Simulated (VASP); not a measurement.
A run of VASP 6.6.1 is set up as follows.

The input INCAR:

```
SYSTEM = Al
PREC     = Accurate       ! precision mode
ENCUT    = 520            ! plane-wave cutoff, eV
EDIFF    = 1E-7           ! SCF threshold, eV
ISMEAR   = 0              ! smearing method
SIGMA    = 0.1            ! smearing width, eV
LREAL    = .FALSE.        ! projectors in reciprocal space
LASPH    = .TRUE.         ! aspherical terms in the spheres
NELM     = 60             ! most SCF steps
ALGO     = Normal         ! electronic algorithm
ISIF     = 2              ! what is computed and relaxed
LWAVE    = .FALSE.        ! write WAVECAR
LCHARG   = .FALSE.        ! write CHGCAR
GGA      = PE             ! functional
NBANDS   = 8              ! bands
```

File KPOINTS:

```
regular mesh
0
G
  10 10 10
  0 0 0
```

File POSCAR:

```
Al
1.0
    0.0000000000      2.0248050000      2.0248050000
    2.0248050000      0.0000000000      2.0248050000
    2.0248050000      2.0248050000      0.0000000000
Al
1
Direct
    0.0000000000      0.0000000000      0.0000000000
```

Potentials or basis: VASP PAW PBE potentials, release 64 (Al).

Launch:

```console
$ cat potpaw_PBE.64/Al/POTCAR > POTCAR
$ mpirun -np 1 vasp_std > vasp.out
```

Question: Estimate the band gap on the k mesh.

Answer: None (metal or under the smearing width).

Question: Estimate the pressure.

Answer: -0.6 GPa.
